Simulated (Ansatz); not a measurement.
## Strain response of Ti

The calculation used Ansatz 0.2.0, DFT PBE, scalar-relativistic, plane waves, PAW. Run with 420 eV cutoff, 18×18×12 k-mesh, Gaussian smearing of 0.10 eV, no spin polarisation.

Reference structure (relaxed):

```xyz
2
Lattice="2.0560 2.0560 0.0000 -2.0560 2.0560 0.0000 0.0000 0.0000 4.1120" Properties=species:S:1:pos:R:3 pbc="T T T"
Ti    0.0000    0.0000    0.0000
Ti    0.0000    2.0560    2.0560
```

Deformation: c alone is stretched, the rest of the cell is held and the atoms relax, all within the symmetry that the strain leaves. Energies are extrapolated to zero smearing.

| strain (%) | ΔE (meV/atom) | a (Å) | b (Å) | c (Å) |
| --- | --- | --- | --- | --- |
| -6.0 | 27.9 | 2.908 | 2.908 | 3.865 |
| -4.0 | 12.3 | 2.908 | 2.908 | 3.948 |
| -2.0 | 3.1 | 2.908 | 2.908 | 4.030 |
| +0.0 | 0.0 | 2.908 | 2.908 | 4.112 |
| +2.0 | 3.0 | 2.908 | 2.908 | 4.194 |
| +4.0 | 11.4 | 2.908 | 2.908 | 4.277 |
| +6.0 | 24.5 | 2.908 | 2.908 | 4.359 |

What stiffness (1/V) d²E/dε² at zero strain does a cubic fit over all points give?

A cubic fit gives (1/V) d²E/dε² = 134 GPa at zero strain (the elastic constant along c at held a and b).

This fcc form isn't the element's structure at ambient conditions.